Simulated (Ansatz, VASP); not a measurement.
Ba in VASP and in Ansatz

INCAR

```
SYSTEM = Ba
PREC = Accurate
ENCUT = 520
EDIFF = 1E-8
ISMEAR = -1
SIGMA = 0.05
LREAL = .False.
LASPH = .True.
NELM = 60
ALGO = Normal
ISIF = 2
LWAVE = .False.
LCHARG = .False.
GGA = PE
LEFG = .True.
NBANDS = 11
```

The input KPOINTS:

```
Automatic mesh
0
Gamma
  10 10 10
  0 0 0
```

POSCAR

```
Ba
1.0
   -2.5253813615      2.5253813615      2.4500000000
    2.5253813615     -2.5253813615      2.4500000000
    2.5253813615      2.5253813615     -2.4500000000
Ba
1
Direct
    0.0000000000      0.0000000000      0.0000000000
```

Input for Ansatz:

```yaml
crystal:
  lattice:
    - [-2.5253813615, 2.5253813615, 2.45]
    - [2.5253813615, -2.5253813615, 2.45]
    - [2.5253813615, 2.5253813615, -2.45]
  atoms:
    - { symbol: Ba, position: [0.0, 0.0, 0.0] }
kpoints:
  mp_grid: { grid: [10, 10, 10] }
scf:
  occupations: { method: fermi_dirac, width: 0.05 }
hamiltonian:
  xc: pbe
  pseudopotentials: { kind: paw }
output:
  forces: true
  stress: true
  eigenvalues: true
  efg: { contact_densities: true }
  write_density: true
  write_potential: true
  elf: true
  volumetric_format: npy
```

Change from the starting cell: z stretched by -2 % at fixed volume, PAW files.

Alike in both runs: task electric field gradients; functional PBE; k mesh 10 × 10 × 10; occupations fermi-dirac, width 0.05 eV; no spin polarisation.

```csv
,VASP,Ansatz
version,VASP 6.6.1,Ansatz 0.2.0
potentials or method,"VASP PAW PBE potentials, release 64 (Ba_sv)","PAW with Ansatz's default frozen-core files, scalar-relativistic"
plane-wave cutoff (eV),520,420
valence electrons in the cell,10,10
```

VASP gave:

| Property | Result |
| --- | --- |
| pressure (GPa) | 0.2 |
| largest component of the traceless stress (GPa) | 0.11 |
| Vzz of the field gradient on the site that differs most (V/Å²) | 0.6 |

Problem. Estimate Ansatz's values.

Solution. Pressure (GPa): 0.1; largest component of the traceless stress (GPa): 0.11; Vzz of the field gradient on the site that differs most (V/Å²): 0.6.

Ansatz warned: «gradients_without_spin_orbit».

The runs have no spin-orbit coupling, so splittings on Ba are missing.
